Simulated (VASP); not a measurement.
# InAs (F-43m) in VASP: notebook, part 2 of 2

VASP 6.6.1.

**4. Relaxation of the atoms, PBE+D3(BJ) (a relaxed cell with its volume scaled by 1.06)**

Input file INCAR:

```
SYSTEM = InAs
PREC     = Accurate       ! precision mode
ENCUT    = 600            ! plane-wave cutoff, eV
EDIFF    = 1E-7           ! SCF threshold, eV
ISMEAR   = 0              ! smearing method
SIGMA    = 0.03           ! smearing width, eV
LREAL    = .FALSE.        ! projectors in reciprocal space
LASPH    = .TRUE.         ! aspherical terms in the spheres
NELM     = 80             ! most SCF steps
ALGO     = Normal         ! electronic algorithm
ISIF     = 2              ! what is computed and relaxed
LWAVE    = .FALSE.        ! write WAVECAR
LCHARG   = .FALSE.        ! write CHGCAR
GGA      = PE             ! functional
IVDW     = 12             ! dispersion correction
IBRION   = 2              ! ionic algorithm
NSW      = 40             ! ionic steps
EDIFFG   = -0.01          ! ionic threshold
```

Input file KPOINTS:

```
regular mesh
0
G
  10 10 10
  0 0 0
```

Input file POSCAR:

```
InAs                                    
1.0
    0.0000000000      3.1167180152      3.1167180152
    3.1167180152      0.0000000000      3.1167180152
    3.1167180152      3.1167180152      0.0000000000
  In              As            
     1     1
Direct
     0.0000000000000000    0.0000000000000000    0.0000000000000000
     0.2500000000000000    0.2500000000000000    0.2500000000000000
```

Potentials or basis: VASP PAW PBE potentials, release 64 (In_d, As).

Launch:

```bash
> cat potpaw_PBE.64/In_d/POTCAR potpaw_PBE.64/As/POTCAR > POTCAR
> mpirun -np 1 vasp_std > vasp.out
```

OUTCAR:

```text
SYSTEM = InAs
   PREC = Accurate
   ENCUT = 600
   EDIFF = 1E-7
   ISMEAR = 0
   LREAL = .FALSE.
   LASPH = .TRUE.
   NELM = 80
   ISIF = 2
   GGA = PE
   IVDW = 12
   IBRION = 2
   NSW = 40
   EDIFFG = -0.01
 IVDW          = 12

 ion  position               nearest neighbor table
   1  0.000  0.000  0.000-   2 2.70   2 2.70   2 2.70   2 2.70
   2  0.250  0.250  0.250-   1 2.70   1 2.70   1 2.70   1 2.70

  LATTYP: Found a face centered cubic cell.
 ALAT       =     6.2334360304

  Lattice vectors:

 A1 = (   0.0000000000,   3.1167180152,   3.1167180152)
 A2 = (   3.1167180152,   0.0000000000,   3.1167180152)
 A3 = (   3.1167180152,   3.1167180152,   0.0000000000)

Analysis of symmetry for initial positions (statically):
=====================================================================
 Subroutine PRICEL returns:
 Original cell was already a primitive cell.

 Routine SETGRP: Setting up the symmetry group for a
 face centered cubic supercell.

 Subroutine GETGRP returns: Found 24 space group operations
[... 179 lines left out ...]
      4     -10.5092      2.00000
      5     -10.5092      2.00000
      6      -7.6803      2.00000
      7       2.9770      2.00000
      8       3.6323      1.33334
      9       3.6323      1.33333
     10       3.6323      1.33333
     11       7.4914      0.00000
     12       7.4914      0.00000
     13       7.4914      0.00000
[... 354 lines left out ...]
  band No.  band energies     occupation
      1     -10.7058      2.00000
      2     -10.5583      2.00000
      3     -10.5567      2.00000
      4     -10.5269      2.00000
      5     -10.4966      2.00000
      6      -6.4653      2.00000
      7      -1.1116      2.00000
      8       1.7122      2.00000
      9       1.9459      2.00000
     10       5.7241      0.00000
     11       6.2953      0.00000
     12       9.9809      0.00000
     13      10.6532      0.00000

 [... further k-points ...]

------------------------ aborting loop because EDIFF is reached ----------------------------------------

 Edisp (eV)   -0.58380

 E8    (eV) :    -0.2699

  FORCE on cell =-STRESS in cart. coord.  units (eV):
  Direction    XX          YY          ZZ          XY          YZ          ZX
  --------------------------------------------------------------------------------------
  -------------------------------------------------------------------------------------
  Total      -1.02872    -1.02872    -1.02872     0.00000     0.00000    -0.00000
  in kB     -27.21973   -27.21973   -27.21973     0.00000     0.00000    -0.00000
  external pressure =      -27.22 kB  Pullay stress =        0.00 kB

 VOLUME and BASIS-vectors are now :
 -----------------------------------------------------------------------------
  energy-cutoff  :      600.00
  volume of cell :       60.55
      direct lattice vectors                 reciprocal lattice vectors
     0.000000000  3.116718015  3.116718015    -0.160425164  0.160425164  0.160425164
     3.116718015  0.000000000  3.116718015     0.160425164 -0.160425164  0.160425164
     3.116718015  3.116718015  0.000000000     0.160425164  0.160425164 -0.160425164

 POSITION                                       TOTAL-FORCE (eV/Angst)
 -----------------------------------------------------------------------------------
      0.00000      0.00000      0.00000        -0.000000     -0.000000     -0.000000
      1.55836      1.55836      1.55836         0.000000      0.000000      0.000000
 -----------------------------------------------------------------------------------
    total drift:                               -0.000000     -0.000000      0.000000

  FREE ENERGIE OF THE ION-ELECTRON SYSTEM (eV)
  ---------------------------------------------------
  free  energy   TOTEN  =        -8.2988858267 eV

  energy  without entropy=       -8.2988395480  energy(sigma->0) =       -8.29886269

 reached required accuracy - stopping structural energy minimisation
```

OSZICAR:

```text
N       E                     dE             d eps       ncg     rms          rms(c)
DAV:   1     0.118214081128E+03    0.11821E+03   -0.90880E+03  1222   0.158E+03
DAV:   2     0.109028040098E+01   -0.11712E+03   -0.11356E+03  1287   0.336E+02
DAV:   3    -0.770973783675E+01   -0.88000E+01   -0.87415E+01  1612   0.947E+01
DAV:   4    -0.795315717050E+01   -0.24342E+00   -0.24328E+00  1366   0.179E+01
DAV:   5    -0.796377016319E+01   -0.10613E-01   -0.10612E-01  1780   0.326E+00    0.391E+00
DAV:   6    -0.773024740020E+01    0.23352E+00   -0.44315E-01  1819   0.114E+01    0.218E+00
DAV:   7    -0.771300616669E+01    0.17241E-01   -0.12125E-01  1713   0.313E+00    0.680E-01
DAV:   8    -0.771425583724E+01   -0.12497E-02   -0.11387E-02  1437   0.151E+00    0.152E-01
DAV:   9    -0.771492052352E+01   -0.66469E-03   -0.11953E-03  1492   0.449E-01    0.962E-02
DAV:  10    -0.771503694440E+01   -0.11642E-03   -0.15364E-04  1581   0.147E-01    0.606E-02
DAV:  11    -0.771508601996E+01   -0.49076E-04   -0.15327E-04  1302   0.125E-01    0.449E-02
DAV:  12    -0.771508747413E+01   -0.14542E-05   -0.86754E-06  1372   0.247E-02    0.149E-02
DAV:  13    -0.771508773595E+01   -0.26182E-06   -0.18450E-06  1470   0.905E-03    0.818E-03
DAV:  14    -0.771508807748E+01   -0.34153E-06   -0.18861E-07  1316   0.536E-03    0.113E-03
DAV:  15    -0.771508819082E+01   -0.11335E-06   -0.17701E-08   706   0.110E-03    0.896E-04
DAV:  16    -0.771508823970E+01   -0.48876E-07   -0.51125E-09   651   0.119E-03
   1 F= -.82988858E+01 E0= -.82988627E+01  d E =-.829889E+01
```

CONTCAR:

```text
InAs
   1.00000000000000
     0.0000000000000000    3.1167180152000000    3.1167180152000000
     3.1167180152000000    0.0000000000000000    3.1167180152000000
     3.1167180152000000    3.1167180152000000    0.0000000000000000
  In              As
     1     1
Direct
     0.0000000000000000    0.0000000000000000    0.0000000000000000
     0.2500000000000000    0.2500000000000000    0.2500000000000000

  0.00000000E+00  0.00000000E+00  0.00000000E+00
  0.00000000E+00  0.00000000E+00  0.00000000E+00
```

Wall time 36 s (1 thread of Intel Xeon Platinum 8375C at 2.90GHz (Ice Lake), shared host); peak memory 0.24 GiB.

What came out:

| Item | Value |
| --- | --- |
| Free energy | -8.2989 eV |
| Pressure after relaxing | -2.7 GPa |
| Band gap on the k mesh | none (metal or under the smearing width) |
| Dispersion energy per atom | -0.292 eV |

Final structure:
```
In As
1.0
     0.00000    3.11672    3.11672
     3.11672    0.00000    3.11672
     3.11672    3.11672    0.00000
In As
1 1
Direct
  0.00000 0.00000 0.00000
  0.25000 0.25000 0.25000
```

Levels at points of the mesh, in eV from the Fermi level:
| k point | band 7 | band 8 | band 9 | band 10 | band 11 | band 12 |
| --- | --- | --- | --- | --- | --- | --- |
| (0.00, 0.00, 0.00) | -0.66 | -0.01 | -0.01 | -0.01 | 3.85 | 3.85 |
| (0.50, 0.00, 0.00) | -5.34 | -0.87 | -0.87 | 0.76 | 4.61 | 4.61 |
| (0.50, 0.50, 0.00) | -5.48 | -2.04 | -2.04 | 1.68 | 2.02 | 8.61 |

Caveat: the relaxation stopped at its first step, so nothing moved; pairwise dispersion overbinds metals, which lowers pressure and volume.

**5. The runs side by side**

| cell | gap on the mesh (eV) | pressure (GPa) |
| --- | --- | --- |
| atoms relaxed from: a relaxed cell with its volume scaled by 1.02 | none | -1.0 |
| atoms relaxed from: a relaxed cell with its volume scaled by 1.04 | none | -1.9 |
| atoms relaxed from: a relaxed cell with its volume scaled by 1.06 | none | -2.7 |

Alike in all rows: task relaxation of the atoms; level PBE+D3(BJ); potentials or basis VASP PAW PBE potentials, release 64 (In_d, As); no spin polarisation; k mesh 10 × 10 × 10; cutoff (eV) 600; smearing gaussian 0.03 eV.

Caveats: the relaxation stopped at its first step, so nothing moved; pairwise dispersion overbinds metals, which lowers pressure and volume.

Absolute energies hang on the potentials; compare differences alone.
